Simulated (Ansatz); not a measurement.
Ge:

```xyz
2
Lattice="0.0000 2.8289 2.8289 2.8289 0.0000 2.8289 2.8289 2.8289 0.0000" Properties=species:S:1:pos:R:3 pbc="T T T"
Ge    4.2434    4.2434    4.2434
Ge    2.8289    2.8289    2.8289
```

* Program: Ansatz 0.2.0
* Task: phonons
* Functional: LDA
* Potentials or basis: Ansatz PAW
* Cutoff: 420 eV (not typed: the program's choice for these potentials)
* k mesh: 6 × 6 × 6
* Occupations: fermi-dirac, width 0.05 eV
* Spin: no spin polarisation
* q mesh: 2 × 2 × 2
* Path: [["G", "X", "W", "K", "G", "L", "U", "W", "L", "K"], ["U", "X"]]
* Points for each segment of the path: 8

Is this structure dynamically stable at this level, and how far does the spectrum reach?

Yes, as far as this q mesh shows: no mode on the path is imaginary. The highest frequency is 273 cm⁻¹.

A q mesh this small can miss soft modes between its points.

Caveat: the q mesh is small, so phonon branches between its points and thermal values are rough.
